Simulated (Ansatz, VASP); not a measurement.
P: VASP beside Ansatz

```xyz
1
Lattice="2.5904 0.0000 0.0000 0.0000 2.5904 0.0000 0.0000 0.0000 2.5904" Properties=species:S:1:pos:R:3 pbc="T T T"
P     1.2952    1.2952    1.2952
```

Alike in both runs: task single point; functional PBE; k mesh 8 × 8 × 8; occupations gaussian, width 0.1 eV; no spin polarisation.

|  | VASP | Ansatz |
| --- | --- | --- |
| version | VASP 6.6.1 | Ansatz 0.2.0 |
| potentials or method | VASP PAW PBE potentials, release 64 (P) | scalar-relativistic, plane waves, PAW |
| plane-wave cutoff (eV) | 520 | 420 |
| valence electrons in the cell | 5 | 5 |

Ansatz gave:

| Item | Value |
| --- | --- |
| gap on the k mesh at the Fermi level (eV) | none |
| pressure (GPa) | -12.7 |

Problem. What did VASP give for the same quantities?

Solution. gap on the k mesh at the Fermi level (eV): none; pressure (GPa): -12.8.

A gap of «none» marks a metal or a gap that the smearing closes.
